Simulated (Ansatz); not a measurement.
CuO:

```
CELL_PARAMETERS angstrom
-2.34185 1.71130 0.00000
0.85003 0.00000 -5.05787
-2.34185 -5.13390 0.00000
ATOMIC_POSITIONS crystal
Cu 0.24800 0.00060 0.24330
Cu 0.74800 0.00060 0.74330
Cu 0.99800 0.50060 0.49330
Cu 0.49800 0.50060 0.99330
O 0.70720 0.75060 0.28410
O 0.20720 0.75060 0.78410
O 0.78880 0.25060 0.20250
O 0.30482 0.24579 0.75612
```

Base run:

| Quantity | Value |
| --- | --- |
| Program | Ansatz 0.2.0 |
| Functional | r2SCAN |
| Potentials or basis | Ansatz PAW |
| Cutoff | 500 eV |
| Density cutoff | 2000 eV |
| k mesh | 9 × 5 × 5 |
| Occupations | fermi-dirac, width 0.05 eV |
| Spin | no spin polarisation |
| Hubbard terms | Cu d U = 4.5 eV |

Its results: band gap on the k mesh none (metal or under the smearing width); pressure 3.9 GPa; largest force 2.662 eV/Å.

Q: The run is repeated on the same cell with these changes: hubbard terms from Cu d U = 4.5 eV to Cu d U = 5.3 eV. What comes out?

A: Band gap on the k mesh none (metal or under the smearing width); pressure 4.3 GPa; largest force 2.670 eV/Å.

Caveats: the run has no spin polarisation, though such a crystal can be magnetic; U without spin polarisation on a metal has little footing; the PAW data sets come from PBE, with cores solved anew for the run's functional, which leaves a small shift of forces and pressure; forces of over 1 eV/Å show positions far from the minimum, so gaps and moduli don't describe the material at rest.

Not every run made on this cell is shown here.
